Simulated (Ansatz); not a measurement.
# P: the cost of one run

Program: Ansatz 0.2.0. Level of theory: DFT PBE, scalar-relativistic, plane waves, PAW. These are calculated values, not measurements.

## Step 1: The starting structure

It takes space group P4_2/mcm (No. 132, tetragonal). Conventional cell: a = 5.738 Å, b = 5.738 Å, c = 4.414 Å, α = 90.00°, β = 90.00°, γ = 90.00°. P (site symmetry m) is surrounded by 1 P at 1.89 Å.

Coordinates:

```
P
1.0
     5.73822    0.00000    0.00000
     0.00000    5.73822    0.00000
     0.00000    0.00000    4.41430
P
8
Direct
  0.65719 0.95195 0.00000
  0.34281 0.04805 0.00000
  0.04805 0.65719 0.50000
  0.95195 0.34281 0.50000
  0.34281 0.95195 0.50000
  0.65719 0.04805 0.50000
  0.95195 0.65719 0.00000
  0.04805 0.34281 0.00000
```

The cell is invented: random cell by space group and Wyckoff sites (P4_2/mcm, No. 132). Lengths come from tabulated atomic sizes and are only a guess.

## Step 2: Probe: one point on a coarse mesh

Contents of input.yaml:

```yaml
crystal:
  lattice:
    - [5.73821968, 0.0, 0.0]
    - [0.0, 5.73821968, 0.0]
    - [0.0, 0.0, 4.41430449]
  atoms:
    - { symbol: P, position: [0.65718835, 0.95195429, 0.0] }
    - { symbol: P, position: [0.34281165, 0.04804571, 0.0] }
    - { symbol: P, position: [0.04804571, 0.65718835, 0.5] }
    - { symbol: P, position: [0.95195429, 0.34281165, 0.5] }
    - { symbol: P, position: [0.34281165, 0.95195429, 0.5] }
    - { symbol: P, position: [0.65718835, 0.04804571, 0.5] }
    - { symbol: P, position: [0.95195429, 0.65718835, 0.0] }
    - { symbol: P, position: [0.04804571, 0.34281165, 0.0] }
basis:
  ecutwfc: 420
kpoints:
  mp_grid: { grid: [4, 4, 4] }
hamiltonian:
  xc: pbe
scf:
  occupations: { method: gaussian, width: 0.1 }
  lower_state_search: "off"
output:
  forces: true
  stress: true
  eigenvalues: true
```

The run is started by

```sh
ansatz run input.yaml --threads 1 --pin off --max-ram 2560MiB --backend cpu --events-out ev --progress --plain --runs-dir out
```

**Question.** How long does this run take on 1 thread of Intel Xeon at 2.50GHz (Skylake/Cascade Lake), shared host, and how much memory does it need?

About 9.2 s, with a peak of 0.39 GiB.
